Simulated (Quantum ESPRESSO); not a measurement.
Runs of Quantum ESPRESSO 7.5 on NiO. The structure is cubic, space group Pm-3m (No. 221). Conventional cell: a = 2.505 Å, b = 2.505 Å, c = 2.505 Å, α = 90.00°, β = 90.00°, γ = 90.00°. Ni (site symmetry m-3m) has 8 O at 2.17 Å as nearest neighbours. Around O (site symmetry m-3m) lie 8 Ni at 2.17 Å. Measurements of this composition are mostly on another form, of space group No. 225.

| task | level | potentials or basis | cell | k mesh | form of the LDA correlation | q mesh | gap on the mesh (eV) | pressure (GPa) | moment (μB) |
| --- | --- | --- | --- | --- | --- | --- | --- | --- | --- |
| phonons | LDA | GBRV 1.5 LDA | relaxed to 20 GPa | 6 × 6 × 6, shifted | PZ81 | - | none | 19.9 | 1.08 |
| phonon dispersion | PBEsol | GBRV 1.5 PBEsol | relaxed | 4 × 4 × 4, shifted | - | 2 × 2 × 2 | none | 0.3 | 0.00 |
| phonons | LDA | GBRV 1.5 LDA | relaxed | 6 × 6 × 6, shifted | PZ81 | - | none | 0.1 | (b) |
| phonons | LDA | GBRV 1.5 LDA | relaxed to 5 GPa | 6 × 6 × 6, shifted | PZ81 | - | none | 5.0 | 1.17 |
| phonons | LDA | GBRV 1.5 LDA | relaxed to 40 GPa | 6 × 6 × 6, shifted | PZ81 | - | none | 40.0 | (a) |
| phonon dispersion | LDA | GBRV 1.5 LDA | relaxed | 4 × 4 × 4, shifted | PZ81 | 2 × 2 × 2 | none | 0.0 | 0.00 |
| phonons | LDA | GBRV 1.5 LDA | relaxed to 10 GPa | 6 × 6 × 6, shifted | PZ81 | - | none | 9.9 | 1.14 |

Alike in all rows: spin collinear, ferromagnetic start; cutoff (eV) 612; smearing fermi-dirac 0.05 eV; the mesh is coarse, so values aren't converged.

Question: Estimate the missing entries.

Answer: (a) 0.76; (b) 1.19.

Caveats: all runs use coarse meshes; the mesh is thin for the phonons of a metal; semilocal functionals often make such compounds metallic where correlation or magnetic order opens a gap, which also shifts bond lengths; a cell with one magnetic atom can't hold antiferromagnetic order, which such compounds often take (some runs); the cell is more than 3 GPa from zero pressure, which shifts response properties (some runs); some modes are imaginary (some runs).

A gap of «none» marks a metal or a gap under the smearing width.
